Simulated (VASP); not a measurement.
Input of a VASP 6.6.1 run:

The input POSCAR:

```
ZnO
1.0
    3.2708272232      0.0000000000      0.0000000000
   -1.6354136116      2.8326194666      0.0000000000
    0.0000000000      0.0000000000      5.2401848988
Zn O
2 2
Direct
    0.6666666667      0.3333333333      0.0000000000
    0.3333333333      0.6666666667      0.5000000000
    0.3333333333      0.6666666667      0.8790100000
    0.6666666667      0.3333333333      0.3790100000
```

Contents of INCAR.step1:

```
PREC = Accurate
ENCUT = 520
ISMEAR = -1
SIGMA = 0.05
LREAL = F
LASPH = T
NELM = 100
NBANDS = 26
GGA = PE
ALGO = Normal
EDIFF = 1E-4
LWAVE = T
LCHARG = F
```

Contents of INCAR.step2:

```
PREC = Accurate
ENCUT = 520
EDIFF = 1E-7
ISMEAR = -1
SIGMA = 0.05
LREAL = F
LASPH = T
NELM = 100
ALGO = Normal
ISIF = 2
LWAVE = F
LCHARG = F
METAGGA = R2SCAN
LMIXTAU = T
LUSE_VDW = T
IVDW_NL = 2
BPARAM = 11.95
CPARAM = 0.0093
NBANDS = 26
ISTART = 1
```

File KPOINTS:

```
regular mesh
0
Gamma
  9 9 5
```

Potentials or basis: VASP PAW PBE potentials, release 64 (Zn, O).

The run is started by

```bash
$ cat potpaw_PBE.64/Zn/POTCAR potpaw_PBE.64/O/POTCAR > POTCAR
$ cp INCAR.step1 INCAR
$ mpirun -np 1 vasp_std > vasp.out
$ cp INCAR.step2 INCAR
$ mpirun -np 1 vasp_std > vasp.out
```

Q: What does it give for the largest force?

A: 0.085 eV/Å.

Q: Estimate the pressure.

A: -4.2 GPa.

Forces on the atoms (eV/Å):
```
Zn   0.000  0.000 -0.085
Zn   0.000  0.000 -0.085
O    0.000  0.000  0.085
O    0.000  0.000  0.085
```

Caveat: the PAW data sets were made with another functional, which shifts forces and pressure a little.

**Measured values to compare with.**

“Electronic structure of alkaline earth and post-transition metal oxides”, 2009, arxiv:0908.1581 quotes, for a bulk crystal of ZnO: band gap 3.37 eV.

Measured gap of ZnO: 3.37 eV (quoted in “Electronic structure of alkaline earth and post-transition metal oxides”, 2009, arxiv:0908.1581). This calculation gives 1.14 eV (-2.23 eV). So large a miss can be the level of theory's own, or it may mean another phase, state or a wrong row. The value is that of r2SCAN+rVV10, without temperature or zero-point motion.
